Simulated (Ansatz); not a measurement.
# Pt(111) with 4 layers of random Pt-Re, 2x2: scattering by chemical disorder

How strongly does chemical disorder scatter in Pt(111) with 4 layers of random Pt-Re, 2x2?

Calculated with Ansatz 0.2.0; Ansatz plane-wave DFT, PBE, PAW files; ballistic transport by layer matching (Landauer), zero bias; PAW set soft_1.

### 1. Set-up

The cell holds 40 atoms: 38 Pt and 2 Re. Its edges and angles: a = 5.546 Å, b = 5.546 Å, c = 22.699 Å, α = 93.5°, β = 86.5°, γ = 120.0°. It derives from Pt. Regions: lead, 24 atoms (24 Pt); scattering region, 16 atoms (14 Pt and 2 Re). The structure is stacked along c, and the current runs across the ab planes.

### 2. With 4 alloy layers

In 4 layers a share of 0.125 of the sites is given to Re at random. The layers about the cell's end stay perfect and serve as the lead. Energies from -0.05 to 0.05 eV in steps of 0.05 eV are too few for the program's thermal sum, so it prints no conductance; for a metal the transmission near the Fermi level serves, at a fraction of the cost.

File input.yaml:

```yaml
crystal:
  lattice:
    - [5.5462627489, 0.0, 0.0]
    - [-2.7731313745, 4.8032044366, 0.0]
    - [1.3865656872, -0.8005340728, 22.6425228571]
  atoms:
    - { symbol: Pt, position: [0.9916666667, 0.0083333333, 0.05] }
    - { symbol: Pt, position: [0.9916666667, 0.5083333333, 0.05] }
    - { symbol: Pt, position: [0.4916666667, 0.0083333333, 0.05] }
    - { symbol: Pt, position: [0.4916666667, 0.5083333333, 0.05] }
    - { symbol: Pt, position: [0.1416666667, 0.3583333333, 0.15] }
    - { symbol: Pt, position: [0.1416666667, 0.8583333333, 0.15] }
    - { symbol: Pt, position: [0.6416666667, 0.3583333333, 0.15] }
    - { symbol: Pt, position: [0.6416666667, 0.8583333333, 0.15] }
    - { symbol: Pt, position: [0.2916666667, 0.2083333333, 0.25] }
    - { symbol: Pt, position: [0.2916666667, 0.7083333333, 0.25] }
    - { symbol: Pt, position: [0.7916666667, 0.2083333333, 0.25] }
    - { symbol: Pt, position: [0.7916666667, 0.7083333333, 0.25] }
    - { symbol: Pt, position: [0.9416666667, 0.0583333333, 0.35] }
    - { symbol: Pt, position: [0.9416666667, 0.5583333333, 0.35] }
    - { symbol: Pt, position: [0.4416666667, 0.0583333333, 0.35] }
    - { symbol: Pt, position: [0.4416666667, 0.5583333333, 0.35] }
    - { symbol: Pt, position: [0.0916666667, 0.4083333333, 0.45] }
    - { symbol: Pt, position: [0.0916666667, 0.9083333333, 0.45] }
    - { symbol: Pt, position: [0.5916666667, 0.4083333333, 0.45] }
    - { symbol: Pt, position: [0.5916666667, 0.9083333333, 0.45] }
    - { symbol: Pt, position: [0.2416666667, 0.2583333333, 0.55] }
    - { symbol: Pt, position: [0.2416666667, 0.7583333333, 0.55] }
    - { symbol: Pt, position: [0.7416666667, 0.2583333333, 0.55] }
    - { symbol: Pt, position: [0.7416666667, 0.7583333333, 0.55] }
    - { symbol: Re, position: [0.8916666667, 0.1083333333, 0.65] }
    - { symbol: Pt, position: [0.8916666667, 0.6083333333, 0.65] }
    - { symbol: Pt, position: [0.3916666667, 0.1083333333, 0.65] }
    - { symbol: Re, position: [0.3916666667, 0.6083333333, 0.65] }
    - { symbol: Pt, position: [0.0416666667, 0.4583333333, 0.75] }
    - { symbol: Pt, position: [0.0416666667, 0.9583333333, 0.75] }
    - { symbol: Pt, position: [0.5416666667, 0.4583333333, 0.75] }
    - { symbol: Pt, position: [0.5416666667, 0.9583333333, 0.75] }
    - { symbol: Pt, position: [0.1916666667, 0.3083333333, 0.85] }
    - { symbol: Pt, position: [0.1916666667, 0.8083333333, 0.85] }
    - { symbol: Pt, position: [0.6916666667, 0.3083333333, 0.85] }
    - { symbol: Pt, position: [0.6916666667, 0.8083333333, 0.85] }
    - { symbol: Pt, position: [0.8416666667, 0.1583333333, 0.95] }
    - { symbol: Pt, position: [0.8416666667, 0.6583333333, 0.95] }
    - { symbol: Pt, position: [0.3416666667, 0.1583333333, 0.95] }
    - { symbol: Pt, position: [0.3416666667, 0.6583333333, 0.95] }
kpoints:
  mp_grid: { grid: [5, 5, 1] }
hamiltonian:
  xc: pbe
  pseudopotentials: { kind: paw, azcp: { folder: soft_1 } }
scf:
  occupations: { method: fermi_dirac, width: 0.1 }
output:
  transmission:
    leads: [[0, 4]]
    kmesh: [10, 10]
    e_range: [-0.05, 0.05]
    de: 0.05
  write_potential: true
  write_density: true
  volumetric_format: npy
```

Run with:

```bash
$ ansatz run input.yaml --threads 4 --pin off --max-ram 15360MiB --backend cpu --events-out ev --progress --plain --runs-dir out
```

Numbers of over 12 decimals in the logs are rounded to 6 here.

The log of the run:

```text
Engine: ansatz 0.2.0, x86_64-unknown-linux-gnu
Pseudopotentials: kind: paw
Pseudopotential: Pt, paw, valence charge 18, recommended cutoff 420 eV (normal), soft_1/Pt.paw.azcp
Pseudopotential: Re, paw, valence charge 15, recommended cutoff 420 eV (normal), soft_1/Re.paw.azcp
Functional definition: PBE
  parameter kappa = 0.804
  parameter beta = 0.066725
  exchange = pbe_x(kappa = kappa, mu = beta*pi^2/3)
  correlation = pbe_c(beta = beta)
Crystal: 40 atoms, lattice volume = 603.193 Å³
Basis set: ecut = 420 eV, 11827 PW (Γ)
Bands: 429, of which v1, the nominal top of the filled ones, is band 357 counted from 1 (356 counted from 0)
Symmetry: 8 space group operations
Space group: P2/m (ITA 10), of the structure as read, at distance tolerance 8.4e-5 Å
k-points: 9 of 25
Non-local potential: Pt, projectors of the file, l = 0: 3, l = 1: 2, l = 2: 2, l = 3: 1
Non-local potential: Re, projectors of the file, l = 0: 3, l = 1: 2, l = 2: 2, l = 3: 1
PAW form: soft (Blöchl's): semilocal exchange-correlation on the pseudo side does not see the compensation charge
PAW one-centre angular grid: Pt, 590 points (default); XC on 64 Gauss nodes
PAW one-centre angular grid: Re, 590 points (default); XC on 64 Gauss nodes
Initial density: superposition of atomic densities (chi_scale 0.1, normalization cell, long waves of neutral atoms (reshape's long-wave potential 2.92 eV rms, cloud 2.87 Å wide))
Initial wavefunctions: pseudopotential atomic-orbital guess
Functional: x = pbe(κ = 0.804, μ = 0.219515), c = pbe(β = 0.066725)
SCF iter   1: F=—  HF=-497709.051182 eV  |F-HF|=—  |Δ(HF+E_count)|=         —  Δρ=1.35e-1  dr2=6.73e2  ethr=3.10e-3  ⟨swp⟩=4.9  Hψ=11895  notcnv=0  defer=139
preconditioner: auto → Kerker (q_TF=auto, 2.806 Å⁻¹)  [metal: Δε(μ)=0.003 eV  Ē_g=8.224 eV  σ=0.100 eV  W_gap=0.01  n_scr=240 (ndim 8)  ℏωp=30.0 eV  f_vac=0.000  D(μ)=64.27/eV (n_scr^D=850)]
SCF iter   2: F=—  HF=-497684.432680 eV  |F-HF|=—  |Δ(HF+E_count)|=    2.46e1  Δρ=6.01e-2  dr2=1.32e2  ethr=3.10e-3  ⟨swp⟩=2.0  Hψ=6290  notcnv=0  defer=307
SCF iter   3: F=—  HF=-497678.265551 eV  |F-HF|=—  |Δ(HF+E_count)|=    6.17e0  Δρ=1.52e-2  dr2=3.27e0  ethr=3.10e-3  ⟨swp⟩=2.8  Hψ=5935  notcnv=0  defer=307
SCF iter   4: F=—  HF=-497678.016884 eV  |F-HF|=—  |Δ(HF+E_count)|=   2.49e-1  Δρ=3.94e-3  dr2=4.11e-1  ethr=4.58e-4  ⟨swp⟩=2.0  Hψ=6349  notcnv=0  defer=311
SCF iter   5: F=—  HF=-497677.986043 eV  |F-HF|=—  |Δ(HF+E_count)|=   3.08e-2  Δρ=1.07e-3  dr2=8.21e-2  ethr=5.75e-5  ⟨swp⟩=2.0  Hψ=5315  notcnv=0  defer=311
SCF iter   6: F=—  HF=-497677.983290 eV  |F-HF|=—  |Δ(HF+E_count)|=   2.75e-3  Δρ=4.92e-4  dr2=3.96e-3  ethr=1.15e-5  ⟨swp⟩=1.0  Hψ=3534  notcnv=0  defer=311
SCF iter   7: F=—  HF=-497677.982985 eV  |F-HF|=—  |Δ(HF+E_count)|=   3.05e-4  Δρ=1.37e-4  dr2=5.59e-4  ethr=5.55e-7  ⟨swp⟩=1.4  Hψ=3538  notcnv=0  defer=311
SCF iter   8: F=—  HF=-497677.982926 eV  |F-HF|=—  |Δ(HF+E_count)|=   5.94e-5  Δρ=3.52e-5  dr2=2.34e-5  ethr=7.84e-8  ⟨swp⟩=1.0  Hψ=3534  notcnv=0  defer=311
SCF iter   9: F=—  HF=-497677.981200 eV  |F-HF|=—  |Δ(HF+E_count)|=   1.73e-3  Δρ=8.34e-6  dr2=2.56e-6  ethr=3.28e-9  ⟨swp⟩=2.0  Hψ=4226  notcnv=0  defer=315
SCF iter  10: F=-497677.981200 eV  HF=-497677.981200 eV  |F-HF|=4.16e-8  |Δ(HF+E_count)|=   6.90e-8  Δρ=2.01e-6  dr2=5.28e-8  ethr=1.40e-11  ⟨swp⟩=8.4  Hψ=13232  notcnv=0
SCF 1 converged in 10 iterations: F = -497677.981200 eV  dr2 = 5.28e-8
  greatest PAW one-centre occupation: 1.000 electrons in one spin orbital (limit 2), on the Pt atom at site 26 (counted from 0), in its partial waves of l = 0
transmission: 130 of 1271 steps passed
transmission: 258 of 1271 steps passed
[...]
transmission: 1271 of 1271 steps passed
SCF converged after 10 iterations
Free energy (F): -497677.981200 eV
Harris-Foulkes:  -497677.981200 eV  (|F-HF|=4.16e-8)
Internal energy: -497675.959283 eV  (E = F + TS)
E sigma→0 (E₀):  -497676.970242 eV
Entropy (-TS):   -2.021916 eV (-50.548 meV/atom)
Fermi energy:    23.494537 eV
--- Per-component energies (eV) ---
  E_band       = -5042.782537
  E_kinetic    = 23740.225482
  E_local      = -56199.520363  (includes V_loc(G=0)·N_el)
  E_nonlocal   = 7905.855415
  E_hartree    = 21392.482264
  E_xc         = -9550.912896
  E_vxc        = -10906.139349  (∫ρ·V_xc dr)
  E_paw        = -377796.000732  (= ΣΔE_a)
  E_vpaw       = -12368.204925  (= ΣTr[D̂ρ^β])
  E_aug_tail   = 0.042488  (compensation charges beyond the density's cutoff)
  E_ewald      = -107168.130942
  E_smearing   = -2.021916  (= −TS)
  E_closure    = -0.000000  (closes the sum)
  Σ components = -497677.981200   (vs F -497677.981200, Δ=0.00e0)
--- Band table (eV; the first three rows and the last of 9) ---
  k-point 0: bands = [... 353 lower, 23.6688, 23.6691, 23.7200, 23.7310, 23.7359, 23.7783, 23.8053, 23.8196, ... 68 higher]
  k-point 1: bands = [... 353 lower, 23.4428, 23.4569, 23.5064, 23.5518, 23.5896, 23.6424, 23.6586, 23.7026, ... 68 higher]
  k-point 2: bands = [... 353 lower, 23.3570, 23.4340, 23.4819, 23.4912, 23.5356, 23.5373, 23.5894, 23.6197, ... 68 higher]
  k-point 8: bands = [... 353 lower, 23.4115, 23.4416, 23.4628, 23.4690, 23.4885, 23.5452, 23.5512, 23.5690, ... 68 higher]
--- Transmission ---
  basis      : 241 plane waves across, 41 finite elements along
  points     : 31, standing for a mesh of 10 x 10
  energies   : 3 from -0.050000 to 0.050000 eV about the Fermi level, 0.050000 eV apart; the leads are filled to 0.000000 eV, and channels, transmission and decay are at 0.000000 eV
  crystal 0  : Pt4, at the sites [0, 4], period 2.2643 Å, over 20.38 Å; its Hamiltonian steps by up to 6.1 meV
    offset         : up to 0.0000 Å between an atom of the period and one for which it stands
    channels       : 6.890000e0 a spin
    conductance    : none, the energies end too early or step too widely for 300 K: set another output.transmission.e_range or a lower de, or, where they end at an eighth of basis.ecutwfc, a higher one
  junction   : crystal 0 to crystal 0, 3.83 to 24.21 Å
    transmission   : 3.228919e0 a spin
    conductance    : none, the energies end too early or step too widely for 300 K: set another output.transmission.e_range or a lower de, or, where they end at an eighth of basis.ecutwfc, a higher one
```

Run time: 3.9 min. Hardware: 4 threads of Intel Xeon Platinum 8488C (Sapphire Rapids), shared host; peak memory 4.8 GiB.

Numbers from this step:

```
free energy                                    : -497677.9812 eV
energy at zero smearing                        : -497676.9702 eV
Fermi energy                                   : 23.49 eV
cell area                                      : 26.64 Å²
transmission per spin nearest the Fermi level  : 3.229
open channels per spin nearest the Fermi level : 6.89
step of the lead's potential                   : 6.1 meV
```

Per spin. Transmission, zone mean against energy, zero at the Fermi level:

```csv
energy (eV),"transmission, zone mean"
-0.0500,3.47
0.0000,3.23
0.0500,2.91
```

Per spin. Open channels, zone mean, lead against energy, zero at the Fermi level:

```csv
energy (eV),"open channels, zone mean, lead"
-0.0500,7.16
0.0000,6.89
0.0500,6.21
```

Transmission over k1 and k2. At 0.0000 eV from the Fermi level.

Values, 10 rows by 10 columns:
```
4.32 4.77 3.72 3.03 2.89 4.26 3.95 1.96 0.79 1.71
2.22 3.72 3.89 3.55 2.96 3.66 4.16 2.97 0.78 0.79
2.77 3.03 3.55 4.59 2.59 4.00 3.60 3.38 2.97 1.96
3.59 2.89 2.96 2.59 3.72 3.50 1.46 3.60 4.16 3.95
4.42 4.26 3.66 4.00 3.50 2.99 3.50 4.00 3.66 4.26
3.59 3.95 4.16 3.60 1.46 3.50 3.72 2.59 2.96 2.89
2.77 1.96 2.97 3.38 3.60 4.00 2.59 4.59 3.55 3.03
2.22 0.79 0.78 2.97 4.16 3.66 2.96 3.55 3.89 3.72
4.32 1.71 0.79 1.96 3.95 4.26 2.89 3.03 3.72 4.77
4.51 4.32 2.22 2.77 3.59 4.42 3.59 2.77 2.22 4.32
```
Columns: k1 (b1) from -0.5 to 0.4; rows upwards: k2 (b2) from -0.5 to 0.4.

Open channels over k1 and k2. At 0.0000 eV from the Fermi level.

Ten even steps from '_' (3.0) to '@' (10.0):
```
@@##======##@@..__..
====##++++##====____
====++%%..%%++====..
@@==++..%%%%..++==@@
@@####%%%%::%%%%####
@@@@==++..%%%%..++==
==..====++%%..%%++==
==____====##++++##==
@@..__..@@##======##
@@@@====@@@@@@====@@
```
Columns: k1 (b1) from -0.5 to 0.4; rows upwards: k2 (b2) from -0.5 to 0.4.

Over the solved energies the transmission per spin lies between 2.91 and 3.47, out of 6.75 channels of the lead on average (up to 7.16).

### 3. With 8 alloy layers

In 8 layers a share of 0.125 of the sites is given to Re at random. A fresh draw is used; the growth of the resistance with length is what counts.

System of this step: Pt(111) with 8 layers of random Pt-Re, 2x2. The cell holds 56 atoms: 52 Pt and 4 Re. Cell: a = 5.546 Å, b = 5.546 Å, c = 31.740 Å, α = 87.5°, β = 92.5°, γ = 120.0°. It derives from Pt. Regions: lead, 24 atoms (24 Pt); scattering region, 32 atoms (28 Pt and 4 Re). The structure is stacked along c, and the current runs across the ab planes.

File input.yaml:

```yaml
crystal:
  lattice:
    - [5.5462627489, 0.0, 0.0]
    - [-2.7731313745, 4.8032044366, 0.0]
    - [-1.3865656872, 0.8005340728, 31.6995319999]
  atoms:
    - { symbol: Pt, position: [0.005952381, 0.994047619, 0.0357142857] }
    - { symbol: Pt, position: [0.005952381, 0.494047619, 0.0357142857] }
    - { symbol: Pt, position: [0.505952381, 0.994047619, 0.0357142857] }
    - { symbol: Pt, position: [0.505952381, 0.494047619, 0.0357142857] }
    - { symbol: Pt, position: [0.1845238095, 0.3154761905, 0.1071428571] }
    - { symbol: Pt, position: [0.1845238095, 0.8154761905, 0.1071428571] }
    - { symbol: Pt, position: [0.6845238095, 0.3154761905, 0.1071428571] }
    - { symbol: Pt, position: [0.6845238095, 0.8154761905, 0.1071428571] }
    - { symbol: Pt, position: [0.3630952381, 0.1369047619, 0.1785714286] }
    - { symbol: Pt, position: [0.3630952381, 0.6369047619, 0.1785714286] }
    - { symbol: Pt, position: [0.8630952381, 0.1369047619, 0.1785714286] }
    - { symbol: Pt, position: [0.8630952381, 0.6369047619, 0.1785714286] }
    - { symbol: Pt, position: [0.0416666667, 0.9583333333, 0.25] }
    - { symbol: Pt, position: [0.0416666667, 0.4583333333, 0.25] }
    - { symbol: Re, position: [0.5416666667, 0.9583333333, 0.25] }
    - { symbol: Pt, position: [0.5416666667, 0.4583333333, 0.25] }
    - { symbol: Pt, position: [0.2202380952, 0.2797619048, 0.3214285714] }
    - { symbol: Pt, position: [0.2202380952, 0.7797619048, 0.3214285714] }
    - { symbol: Pt, position: [0.7202380952, 0.2797619048, 0.3214285714] }
    - { symbol: Pt, position: [0.7202380952, 0.7797619048, 0.3214285714] }
    - { symbol: Pt, position: [0.3988095238, 0.1011904762, 0.3928571429] }
    - { symbol: Pt, position: [0.3988095238, 0.6011904762, 0.3928571429] }
    - { symbol: Pt, position: [0.8988095238, 0.1011904762, 0.3928571429] }
    - { symbol: Pt, position: [0.8988095238, 0.6011904762, 0.3928571429] }
    - { symbol: Pt, position: [0.0773809524, 0.9226190476, 0.4642857143] }
    - { symbol: Pt, position: [0.0773809524, 0.4226190476, 0.4642857143] }
    - { symbol: Pt, position: [0.5773809524, 0.9226190476, 0.4642857143] }
    - { symbol: Pt, position: [0.5773809524, 0.4226190476, 0.4642857143] }
    - { symbol: Re, position: [0.255952381, 0.244047619, 0.5357142857] }
    - { symbol: Pt, position: [0.255952381, 0.744047619, 0.5357142857] }
    - { symbol: Pt, position: [0.755952381, 0.244047619, 0.5357142857] }
    - { symbol: Pt, position: [0.755952381, 0.744047619, 0.5357142857] }
    - { symbol: Pt, position: [0.4345238095, 0.0654761905, 0.6071428571] }
    - { symbol: Pt, position: [0.4345238095, 0.5654761905, 0.6071428571] }
    - { symbol: Pt, position: [0.9345238095, 0.0654761905, 0.6071428571] }
    - { symbol: Pt, position: [0.9345238095, 0.5654761905, 0.6071428571] }
    - { symbol: Pt, position: [0.1130952381, 0.8869047619, 0.6785714286] }
    - { symbol: Pt, position: [0.1130952381, 0.3869047619, 0.6785714286] }
    - { symbol: Re, position: [0.6130952381, 0.8869047619, 0.6785714286] }
    - { symbol: Pt, position: [0.6130952381, 0.3869047619, 0.6785714286] }
    - { symbol: Pt, position: [0.2916666667, 0.2083333333, 0.75] }
    - { symbol: Pt, position: [0.2916666667, 0.7083333333, 0.75] }
    - { symbol: Pt, position: [0.7916666667, 0.2083333333, 0.75] }
    - { symbol: Re, position: [0.7916666667, 0.7083333333, 0.75] }
    - { symbol: Pt, position: [0.4702380952, 0.0297619048, 0.8214285714] }
    - { symbol: Pt, position: [0.4702380952, 0.5297619048, 0.8214285714] }
    - { symbol: Pt, position: [0.9702380952, 0.0297619048, 0.8214285714] }
    - { symbol: Pt, position: [0.9702380952, 0.5297619048, 0.8214285714] }
    - { symbol: Pt, position: [0.1488095238, 0.8511904762, 0.8928571429] }
    - { symbol: Pt, position: [0.1488095238, 0.3511904762, 0.8928571429] }
    - { symbol: Pt, position: [0.6488095238, 0.8511904762, 0.8928571429] }
    - { symbol: Pt, position: [0.6488095238, 0.3511904762, 0.8928571429] }
    - { symbol: Pt, position: [0.3273809524, 0.1726190476, 0.9642857143] }
    - { symbol: Pt, position: [0.3273809524, 0.6726190476, 0.9642857143] }
    - { symbol: Pt, position: [0.8273809524, 0.1726190476, 0.9642857143] }
    - { symbol: Pt, position: [0.8273809524, 0.6726190476, 0.9642857143] }
kpoints:
  mp_grid: { grid: [5, 5, 1] }
hamiltonian:
  xc: pbe
  pseudopotentials: { kind: paw, azcp: { folder: soft_1 } }
scf:
  occupations: { method: fermi_dirac, width: 0.1 }
output:
  transmission:
    leads: [[0, 4]]
    kmesh: [10, 10]
    e_range: [-0.05, 0.05]
    de: 0.05
  write_potential: true
  write_density: true
  volumetric_format: npy
```

The log of the run:

```text
[...]
Crystal: 56 atoms, lattice volume = 844.470 Å³
Basis set: ecut = 420 eV, 16521 PW (Γ)
Bands: 598, of which v1, the nominal top of the filled ones, is band 498 counted from 1 (497 counted from 0)
Symmetry: 2 space group operations
[...]
k-points: 9 of 25 (time reversal used)
[...]
SCF iter   1: F=—  HF=-694809.783392 eV  |F-HF|=—  |Δ(HF+E_count)|=         —  Δρ=1.44e-1  dr2=8.64e2  ethr=3.10e-3  ⟨swp⟩=5.0  Hψ=16370  notcnv=0  defer=188
[...]
SCF iter  11: F=-694762.371375 eV  HF=-694762.371375 eV  |F-HF|=2.64e-8  |Δ(HF+E_count)|=   1.21e-8  Δρ=6.95e-7  dr2=2.85e-8  ethr=1.00e-11  ⟨swp⟩=8.4  Hψ=15949  notcnv=0
SCF 1 converged in 11 iterations: F = -694762.371375 eV  dr2 = 2.85e-8
[...]
transmission: 178 of 1767 steps passed
transmission: 354 of 1767 steps passed
[...]
transmission: 1767 of 1767 steps passed
SCF converged after 11 iterations
Free energy (F): -694762.371375 eV
[...]
Internal energy: -694759.681183 eV  (E = F + TS)
E sigma→0 (E₀):  -694761.026279 eV
Entropy (-TS):   -2.690191 eV (-48.039 meV/atom)
Fermi energy:    23.541986 eV
[...]
--- Band table (eV; the first three rows and the last of 9) ---
  k-point 0: bands = [... 494 lower, 23.7343, 23.7719, 23.7740, 23.7934, 23.8038, 23.8277, 23.8586, 23.8711, ... 96 higher]
  k-point 1: bands = [... 494 lower, 23.5477, 23.5735, 23.6040, 23.6242, 23.6616, 23.6860, 23.7062, 23.7418, ... 96 higher]
  k-point 2: bands = [... 494 lower, 23.4626, 23.4765, 23.5012, 23.5310, 23.5479, 23.5692, 23.5786, 23.6010, ... 96 higher]
  k-point 8: bands = [... 494 lower, 23.4639, 23.4727, 23.5230, 23.5322, 23.5625, 23.5627, 23.5685, 23.5852, ... 96 higher]
--- Transmission ---
  basis      : 241 plane waves across, 57 finite elements along
  points     : 31, standing for a mesh of 10 x 10
[...]
channels       : 6.720000e0 a spin
[...]
junction   : crystal 0 to crystal 0, 0.70 to 30.13 Å
    transmission   : 2.228398e0 a spin
[...]
```

It took 8 min on 4 threads; peak memory 8.6 GiB; 29 min of CPU time.

This step gave:

```yaml
free_energy: -694762.3714 eV
energy_at_zero_smearing: -694761.0263 eV
fermi_energy: 23.54 eV
transmission_per_spin_nearest_the_fermi_level: 2.228
open_channels_per_spin_nearest_the_fermi_level: 6.72
step_of_the_lead_s_potential: 28.5 meV
```

Per spin. The transmission, zone mean by energy, zero at the Fermi level:

| energy (eV) | transmission, zone mean |
| --- | --- |
| -0.0500 | 2.46 |
| 0.0000 | 2.23 |
| 0.0500 | 1.90 |

Over the solved energies the transmission per spin lies between 1.90 and 2.46, out of 6.73 channels of the lead on average (up to 7.08). The log calls the step of a lead's potential too much.

(Continued in part 2 of 2.)

[Logs are printed without paths, hosts, clocks, repeated set-up lines and the standing remarks that a program may print on its own settings, such as how far it seeks lower states.]

[Hosts, paths, dates, database ids (printed as entryN), source tags and the programs' standing remarks are cut or masked in the printed files.]
